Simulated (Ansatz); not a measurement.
# C: the cost of one run

Computed with Ansatz 0.2.0 (DFT PBE, scalar-relativistic, plane waves, PAW, unless a step's input says otherwise).

1 further run of the same task is left out (it didn't finish).

## Step 1: Starting point

Symmetry: C2, No. 5, monoclinic system. Conventional cell: a = 3.519 Å, b = 4.276 Å, c = 3.575 Å, α = 90.00°, β = 116.64°, γ = 90.00°. C (site symmetry 1) has 4 C at 1.49 to 1.61 Å as nearest neighbours. Around C (site symmetry 1) lie 4 C at 1.44 to 1.54 Å.

As a file:

```cif
data_structure
_symmetry_space_group_name_H-M 'C2'
_symmetry_Int_Tables_number 5
_cell_length_a 3.5191
_cell_length_b 4.2757
_cell_length_c 3.5752
_cell_angle_alpha 90.000
_cell_angle_beta 116.641
_cell_angle_gamma 90.000
_cell_volume 48.08
loop_
_atom_site_label
_atom_site_type_symbol
_atom_site_symmetry_multiplicity
_atom_site_Wyckoff_symbol
_atom_site_fract_x
_atom_site_fract_y
_atom_site_fract_z
_atom_site_occupancy
C1 C 4 c 0.79266 0.00309 0.77689 1
C2 C 4 c 0.38021 0.81600 0.61793 1
```

A structure generator made this guess: 4-connected net of one element (C2, No. 5). Its size is a rough estimate.

## Step 2: Probe: one point on a coarse mesh

Input file input.yaml:

```yaml
crystal:
  lattice:
    - [1.75954698, -2.13783471, 0.0]
    - [1.75954698, 2.13783471, 0.0]
    - [-1.60308843, 0.0, 3.19561922]
  atoms:
    - { symbol: C, position: [0.78957012, 0.79575133, 0.77688675] }
    - { symbol: C, position: [0.56421068, 0.19621477, 0.61792659] }
    - { symbol: C, position: [0.80378523, 0.43578932, 0.38207341] }
    - { symbol: C, position: [0.20424867, 0.21042988, 0.22311325] }
basis:
  ecutwfc: 420
kpoints:
  mp_grid: { grid: [6, 6, 6] }
hamiltonian:
  xc: pbe
scf:
  occupations: { method: gaussian, width: 0.1 }
  lower_state_search: "off"
output:
  forces: true
  stress: true
  eigenvalues: true
```

Run with:

```
> ansatz run input.yaml --threads 1 --pin off --max-ram 2560MiB --backend cpu --events-out ev --progress --plain --runs-dir out
```

Q: Estimate wall time and peak memory on 1 thread of Intel Xeon 6975P-C (Granite Rapids), shared host.

About 1.2 s, with a peak of 0.33 GiB.
